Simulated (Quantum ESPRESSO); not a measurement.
Runs of Quantum ESPRESSO 7.5 on WS2. The cell holds a slab with vacuum, 3 atoms: a = 3.184 Å, b = 3.184 Å, c = 16.951 Å, α = 90.00°, β = 90.00°, γ = 120.00°. 

| task | level | potentials or basis | U | k mesh | cutoff (eV) | mixing beta | k mesh for the Wannier functions | form of the LDA correlation | start of the occupations | hubbard projectors | gap on the mesh (eV) | V0 of scaled cells (Å³/atom) | B0 (GPa) | largest force (eV/Å) |
| --- | --- | --- | --- | --- | --- | --- | --- | --- | --- | --- | --- | --- | --- | --- |
| Wannier functions | PBEsol | GBRV 1.5 PBEsol | - | 8 × 8 × 2 | 612 | 0.5 | 6 × 6 × 1 | - | - | - | (a) | - | - | 0.10 |
| equation of state | LDA | PseudoDojo 0.4.1 SR LDA standard | - | 10 × 10 × 2 | 952 | 0.5 | - | PW92 | - | - | - | 47.78 | (b) | - |
| equation of state | PBEsol | PseudoDojo 0.4.1 SR PBEsol standard | - | 10 × 10 × 2 | 1007 | 0.5 | - | - | - | - | - | 48.69 | 61 | - |
| Hubbard U by linear response | PBEsol+U | GBRV 1.5 PBEsol | W d U = 5 eV | 8 × 8 × 2 | 612 | 0.3 | - | - | default | ortho-atomic | 1.97 | - | - | 0.06 |
| band structure | LDA | PseudoDojo 0.4.1 SR LDA standard | - | 10 × 10 × 2 | 952 | 0.5 | - | PW92 | - | - | 1.98 | - | - | 0.43 |

Alike in all rows: no spin polarisation; cell as given; smearing fermi-dirac 0.05 eV.

Task: Fill in the values left out.

Result: (a) 2.06; (b) 64.

Caveats: spin-orbit coupling is left out, which moves the levels of the heavy elements (some runs); the cell was scaled at fixed shape and fractional positions, which overstates the stiffness of a crystal with free parameters, most of all of layers and chains (some runs); the Wannier minimisation didn't converge (some runs).

A k mesh can miss the band edges, and the runs leave out spin-orbit coupling on W.

Not every run made on this cell is shown here.
